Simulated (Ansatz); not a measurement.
Bands of Zr

```
Zr
1.0
     3.23200    0.00000    0.00000
    -1.61600    2.79899    0.00000
     0.00000    0.00000    5.14700
Zr
2
Direct
  0.33333 0.66667 0.25000
  0.66667 0.33333 0.75000
```

Atoms are numbered in the order listed.

Conventional cell: a = 3.232 Å, b = 3.232 Å, c = 5.147 Å, α = 90.00°, β = 90.00°, γ = 120.00°. Zr (atom 1) has 12 Zr at 3.18 to 3.23 Å as nearest neighbours.

The cell is COD entry 9008523, as deposited and not checked against the literature; nothing was relaxed.

Theory: DFT, PBE, all-electron LAPW, scalar-relativistic (Ansatz 0.2.0).

Settings: a Γ-centred 13×13×7 k mesh, Fermi–Dirac smearing of 0.03 eV, basis error target 0.25 meV/atom, no spin polarisation.

Points in fractions of the reciprocal vectors of this cell: Γ (0, 0, 0), M (0.5, 0, 0), K (0.333, 0.333, 0), A (0, 0, 0.5), L (0.5, 0, 0.5), H (0.333, 0.333, 0.5). The path joins them by straight lines in the order Γ–M–K–Γ–A–L–H–A–L; legs that retrace an earlier one aren't tabulated. Energies are in eV from the Fermi level.

(1) Metal or insulator at this level of theory?

(2) Tabulate bands 26 to 31, counted from the lowest band of the run, along the path.

Results:

(1) No gap opens: metallic or semimetallic.

(2) 
```json
{"k (1/Å)": "0.00", "point": "Γ", "band 26": "-3.05", "band 27": "0.84", "band 28": "0.84", "band 29": "0.99", "band 30": "1.15", "band 31": "1.53"}
{"k (1/Å)": "0.16", "point": "", "band 26": "-2.92", "band 27": "0.47", "band 28": "0.86", "band 29": "0.97", "band 30": "1.27", "band 31": "1.41"}
{"k (1/Å)": "0.32", "point": "", "band 26": "-2.57", "band 27": "-0.03", "band 28": "0.18", "band 29": "1.07", "band 30": "1.36", "band 31": "1.68"}
{"k (1/Å)": "0.48", "point": "", "band 26": "-2.16", "band 27": "-0.57", "band 28": "-0.45", "band 29": "0.76", "band 30": "1.32", "band 31": "1.40"}
{"k (1/Å)": "0.64", "point": "", "band 26": "-2.04", "band 27": "-1.23", "band 28": "-0.58", "band 29": "0.69", "band 30": "0.99", "band 31": "1.14"}
{"k (1/Å)": "0.80", "point": "", "band 26": "-2.22", "band 27": "-1.74", "band 28": "-0.50", "band 29": "0.73", "band 30": "0.93", "band 31": "0.98"}
{"k (1/Å)": "0.96", "point": "", "band 26": "-2.42", "band 27": "-2.06", "band 28": "-0.34", "band 29": "0.57", "band 30": "0.80", "band 31": "1.32"}
{"k (1/Å)": "1.12", "point": "M", "band 26": "-2.53", "band 27": "-2.16", "band 28": "-0.24", "band 29": "0.51", "band 30": "0.76", "band 31": "1.44"}
{"k (1/Å)": "1.21", "point": "", "band 26": "-2.48", "band 27": "-2.16", "band 28": "-0.27", "band 29": "0.48", "band 30": "0.75", "band 31": "1.45"}
{"k (1/Å)": "1.31", "point": "", "band 26": "-2.36", "band 27": "-2.15", "band 28": "-0.38", "band 29": "0.41", "band 30": "0.71", "band 31": "1.47"}
{"k (1/Å)": "1.40", "point": "", "band 26": "-2.16", "band 27": "-2.13", "band 28": "-0.53", "band 29": "0.31", "band 30": "0.64", "band 31": "1.52"}
{"k (1/Å)": "1.49", "point": "", "band 26": "-1.93", "band 27": "-1.90", "band 28": "-0.72", "band 29": "0.22", "band 30": "0.56", "band 31": "1.58"}
{"k (1/Å)": "1.59", "point": "", "band 26": "-1.70", "band 27": "-1.62", "band 28": "-0.92", "band 29": "0.17", "band 30": "0.45", "band 31": "1.66"}
{"k (1/Å)": "1.68", "point": "", "band 26": "-1.51", "band 27": "-1.40", "band 28": "-1.09", "band 29": "0.18", "band 30": "0.35", "band 31": "1.74"}
{"k (1/Å)": "1.77", "point": "K", "band 26": "-1.38", "band 27": "-1.38", "band 28": "-1.16", "band 29": "0.24", "band 30": "0.24", "band 31": "1.78"}
{"k (1/Å)": "1.96", "point": "", "band 26": "-1.68", "band 27": "-1.29", "band 28": "-1.28", "band 29": "0.11", "band 30": "0.53", "band 31": "1.59"}
{"k (1/Å)": "2.14", "point": "", "band 26": "-1.88", "band 27": "-1.41", "band 28": "-1.31", "band 29": "0.13", "band 30": "0.92", "band 31": "1.13"}
{"k (1/Å)": "2.33", "point": "", "band 26": "-1.46", "band 27": "-1.46", "band 28": "-1.22", "band 29": "0.35", "band 30": "0.73", "band 31": "1.31"}
{"k (1/Å)": "2.51", "point": "", "band 26": "-1.86", "band 27": "-0.83", "band 28": "-0.79", "band 29": "0.70", "band 30": "0.77", "band 31": "1.63"}
{"k (1/Å)": "2.70", "point": "", "band 26": "-2.42", "band 27": "-0.21", "band 28": "-0.04", "band 29": "0.99", "band 30": "1.32", "band 31": "1.56"}
{"k (1/Å)": "2.88", "point": "", "band 26": "-2.88", "band 27": "0.40", "band 28": "0.77", "band 29": "1.02", "band 30": "1.33", "band 31": "1.36"}
{"k (1/Å)": "3.07", "point": "Γ", "band 26": "-3.05", "band 27": "0.84", "band 28": "0.84", "band 29": "0.99", "band 30": "1.15", "band 31": "1.53"}
{"k (1/Å)": "3.15", "point": "", "band 26": "-3.05", "band 27": "0.81", "band 28": "0.81", "band 29": "0.95", "band 30": "1.06", "band 31": "1.50"}
{"k (1/Å)": "3.24", "point": "", "band 26": "-3.07", "band 27": "0.75", "band 28": "0.75", "band 29": "0.84", "band 30": "0.86", "band 31": "1.40"}
{"k (1/Å)": "3.33", "point": "", "band 26": "-3.10", "band 27": "0.54", "band 28": "0.69", "band 29": "0.69", "band 30": "0.71", "band 31": "1.27"}
{"k (1/Å)": "3.42", "point": "", "band 26": "-3.20", "band 27": "0.26", "band 28": "0.52", "band 29": "0.65", "band 30": "0.65", "band 31": "1.12"}
{"k (1/Å)": "3.50", "point": "", "band 26": "-3.37", "band 27": "0.06", "band 28": "0.32", "band 29": "0.64", "band 30": "0.64", "band 31": "0.97"}
{"k (1/Å)": "3.59", "point": "", "band 26": "-3.63", "band 27": "-0.02", "band 28": "0.15", "band 29": "0.67", "band 30": "0.67", "band 31": "0.84"}
{"k (1/Å)": "3.68", "point": "A", "band 26": "-3.96", "band 27": "0.02", "band 28": "0.02", "band 29": "0.74", "band 30": "0.74", "band 31": "0.74"}
{"k (1/Å)": "3.84", "point": "", "band 26": "-3.84", "band 27": "-0.12", "band 28": "-0.12", "band 29": "0.72", "band 30": "0.72", "band 31": "0.85"}
{"k (1/Å)": "4.00", "point": "", "band 26": "-3.50", "band 27": "-0.42", "band 28": "-0.42", "band 29": "0.60", "band 30": "0.60", "band 31": "1.14"}
{"k (1/Å)": "4.16", "point": "", "band 26": "-3.09", "band 27": "-0.68", "band 28": "-0.68", "band 29": "0.44", "band 30": "0.44", "band 31": "1.54"}
{"k (1/Å)": "4.32", "point": "", "band 26": "-2.83", "band 27": "-0.82", "band 28": "-0.82", "band 29": "0.48", "band 30": "0.48", "band 31": "1.92"}
{"k (1/Å)": "4.48", "point": "", "band 26": "-2.79", "band 27": "-0.93", "band 28": "-0.93", "band 29": "0.89", "band 30": "0.89", "band 31": "2.12"}
{"k (1/Å)": "4.64", "point": "", "band 26": "-2.85", "band 27": "-1.03", "band 28": "-1.03", "band 29": "1.39", "band 30": "1.39", "band 31": "2.18"}
{"k (1/Å)": "4.80", "point": "L", "band 26": "-2.89", "band 27": "-1.08", "band 28": "-1.08", "band 29": "1.60", "band 30": "1.60", "band 31": "2.18"}
{"k (1/Å)": "4.89", "point": "", "band 26": "-2.84", "band 27": "-1.05", "band 28": "-1.05", "band 29": "1.37", "band 30": "1.37", "band 31": "2.31"}
{"k (1/Å)": "4.98", "point": "", "band 26": "-2.72", "band 27": "-0.97", "band 28": "-0.97", "band 29": "0.94", "band 30": "0.94", "band 31": "2.41"}
{"k (1/Å)": "5.08", "point": "", "band 26": "-2.52", "band 27": "-0.86", "band 28": "-0.86", "band 29": "0.50", "band 30": "0.50", "band 31": "2.36"}
{"k (1/Å)": "5.17", "point": "", "band 26": "-2.27", "band 27": "-0.77", "band 28": "-0.77", "band 29": "0.12", "band 30": "0.12", "band 31": "2.23"}
{"k (1/Å)": "5.26", "point": "", "band 26": "-1.98", "band 27": "-0.82", "band 28": "-0.82", "band 29": "-0.07", "band 30": "-0.07", "band 31": "2.09"}
{"k (1/Å)": "5.35", "point": "", "band 26": "-1.69", "band 27": "-1.07", "band 28": "-1.07", "band 29": "-0.07", "band 30": "-0.07", "band 31": "2.02"}
{"k (1/Å)": "5.45", "point": "H", "band 26": "-1.46", "band 27": "-1.30", "band 28": "-1.30", "band 29": "-0.06", "band 30": "-0.06", "band 31": "2.01"}
{"k (1/Å)": "5.63", "point": "", "band 26": "-1.89", "band 27": "-0.87", "band 28": "-0.87", "band 29": "-0.09", "band 30": "-0.09", "band 31": "1.93"}
{"k (1/Å)": "5.82", "point": "", "band 26": "-2.23", "band 27": "-0.65", "band 28": "-0.65", "band 29": "-0.08", "band 30": "-0.08", "band 31": "1.77"}
{"k (1/Å)": "6.00", "point": "", "band 26": "-2.48", "band 27": "-0.70", "band 28": "-0.70", "band 29": "0.00", "band 30": "0.00", "band 31": "1.82"}
{"k (1/Å)": "6.19", "point": "", "band 26": "-2.85", "band 27": "-0.74", "band 28": "-0.74", "band 29": "0.22", "band 30": "0.22", "band 31": "1.71"}
{"k (1/Å)": "6.37", "point": "", "band 26": "-3.37", "band 27": "-0.51", "band 28": "-0.51", "band 29": "0.51", "band 30": "0.51", "band 31": "1.27"}
{"k (1/Å)": "6.56", "point": "", "band 26": "-3.80", "band 27": "-0.16", "band 28": "-0.16", "band 29": "0.70", "band 30": "0.70", "band 31": "0.88"}
{"k (1/Å)": "6.74", "point": "A", "band 26": "-3.96", "band 27": "0.02", "band 28": "0.02", "band 29": "0.74", "band 30": "0.74", "band 31": "0.74"}
```
